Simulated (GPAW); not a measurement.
CuI:

```xyz
4
Lattice="4.0902 0.0000 0.0000 0.0000 4.0902 0.0000 0.0000 0.0000 6.5515" Properties=species:S:1:pos:R:3 pbc="T T T"
I     0.0000    2.0451    4.8680
I     2.0451    0.0000    1.6835
Cu    0.0000    0.0000    0.0000
Cu    2.0451    2.0451    0.0000
```

Measurements of this composition are mostly on another form, of space group No. 216.

Base run:

* Program: GPAW 26.7.0
* Functional: PBEsol
* Potentials or basis: PAW data sets generated in the run's folder for this functional
* Cutoff: 600 eV
* Basis: pw
* k mesh: 6 × 6 × 4
* Occupations: fermi-dirac, width 0.05 eV
* Spin: no spin polarisation
* Hubbard terms: Cu d U = 6 eV

Its results: band gap on the k mesh 2.17 eV, direct; pressure 0.1 GPa; largest force 0.010 eV/Å.

Question: The run is repeated on the same cell with these changes: hubbard terms from Cu d U = 6 eV to none. What comes out?

Answer: Band gap on the k mesh 1.49 eV, direct; pressure -0.9 GPa; largest force 0.065 eV/Å.

The U term pushes filled and empty states of the shell apart.

Caveats: with this Cu data set, volumes or pressures lay over 1.5 % or 2 GPa off other programs in two to four cells of ten; spin-orbit coupling is left out, which moves the levels of the heavy elements; this functional lacks dispersion, which binds the layers, so the pressure and a relaxed spacing across them are unreliable.
